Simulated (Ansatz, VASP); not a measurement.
# SiC: VASP beside Ansatz

```
Si C
1.0
     0.00000    2.08753    2.08753
     2.08753    0.00000    2.08753
     2.08753    2.08753    0.00000
Si C
1 1
Cartesian
  0.0000 0.0000 0.0000
  3.1313 3.1313 3.1313
```

Alike in both runs: task single point; functional PBEsol; k mesh 12 × 12 × 12; occupations gaussian, width 0.05 eV; no spin polarisation.

|  | VASP | Ansatz |
| --- | --- | --- |
| version | VASP 6.6.1 | Ansatz 0.2.0 |
| potentials or method | VASP PAW PBE potentials, release 64 (Si, C) | scalar-relativistic, plane waves, PAW |
| plane-wave cutoff (eV) | 520 | 520 |
| valence electrons in the cell | 8 | 8 |

```csv
,VASP,Ansatz,Ansatz less VASP
gap on the k mesh at the Fermi level (eV),1.11,1.12,+0.012
least direct gap on the mesh (eV),4.56,4.58,+0.020
```

With one functional, cell and mesh, what is left measures potentials, basis and numerics. Ansatz warned: «pseudo_functional_mismatch».

 A k mesh can miss the band edges.
